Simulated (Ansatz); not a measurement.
**C₃H₅O₂−: basis-set convergence**

One table from this session's results is given with a row withheld; the runs are named, their logs left out.

Program: Ansatz 0.2.0, Gaussian basis. Level of theory: one geometry, several basis sets. These are calculated values, not measurements.

Plan: PBE0-D4/def2-SVPD; ωB97M-V/def2-SVPD; PBE0-D4/def2-QZVPPD; ωB97M-V/def2-QZVPPD; the functionals' def2-TZVPPD values are taken from earlier runs.

### Structure used throughout

An earlier PBE0-D4 in a triple-zeta def2 set relaxation fixed the geometry.

SMILES `CCC(=O)[O-]`, 10 atoms, charge -1, spin multiplicity 1.

Atoms are counted from 1 here; the program's logs count them from 0.

Bond lengths: C1–C2 1.517 Å, C1–H6 1.093 Å, C1–H7 1.093 Å, C1–H8 1.098 Å, C2–C3 1.555 Å, C2–H9 1.096 Å, C2–H10 1.096 Å, C3–O4 1.249 Å, C3–O5 1.249 Å. Angles: C2–C1–H6 110.6°, C2–C1–H7 110.6°, C2–C1–H8 112.0°, H6–C1–H7 106.3°, H6–C1–H8 108.5°, H7–C1–H8 108.6°, C1–C2–C3 115.2°, C1–C2–H9 110.8°, C1–C2–H10 110.8°, C3–C2–H9 107.1°, C3–C2–H10 107.0°, H9–C2–H10 105.5°, C2–C3–O4 116.6°, C2–C3–O5 114.6°, O4–C3–O5 128.8°.

Set-up of the first run:

The input, in.yaml:

```yaml
crystal:
  periodic: [false, false, false]
  atoms:
    - {symbol: C, position_ang: [-0.807837, -0.797450, 0.360282]}
    - {symbol: C, position_ang: [0.392632, 0.129085, 0.403211]}
    - {symbol: C, position_ang: [0.660803, 0.925820, -0.905072]}
    - {symbol: O, position_ang: [-0.123642, 0.720637, -1.854941]}
    - {symbol: O, position_ang: [1.646629, 1.691321, -0.854596]}
    - {symbol: H, position_ang: [-1.719860, -0.236440, 0.142488]}
    - {symbol: H, position_ang: [-0.699226, -1.530928, -0.442241]}
    - {symbol: H, position_ang: [-0.946360, -1.334439, 1.308286]}
    - {symbol: H, position_ang: [0.289334, 0.862976, 1.211225]}
    - {symbol: H, position_ang: [1.307527, -0.430572, 0.631358]}
basis:
  gaussian: {orbitals: def2-SVPD}
total_charge: -1
hamiltonian: {xc: pbe0, dispersion: d4}
output: {orbitals: {seedname: orbitals}}
```

Command:

```
$ ansatz run in.yaml --threads 4 --pin off --events-out ev --progress --plain --max-ram 10444MiB
```

Steps of the session up to this table: PBE0-D4 in def2-SVPD; ωB97M-V in def2-SVPD; PBE0-D4 in def2-QZVPPD; ωB97M-V in def2-QZVPPD.

One table of the session follows, with a row left open; its other results are not shown here.

It belongs to the step «Density functionals: the series». 

```
functional        basis  HOMO (eV)  LUMO (eV)
   PBE0-D4    def2-SVPD      -1.34       4.39
   PBE0-D4  def2-TZVPPD      -1.29       3.77
   PBE0-D4  def2-QZVPPD      -1.30       3.46
   ωB97M-V    def2-SVPD      -3.83       5.30
   ωB97M-V  def2-TZVPPD          ?          ?
   ωB97M-V  def2-QZVPPD      -3.76       3.92
```

Q: Estimate the row for ωB97M-V, def2-TZVPPD from the others.

**Answer.** HOMO (eV): -3.75; LUMO (eV): 4.40. In the column «HOMO (eV)» it lies between ωB97M-V, def2-QZVPPD (-3.76) and PBE0-D4, def2-SVPD (-1.34).
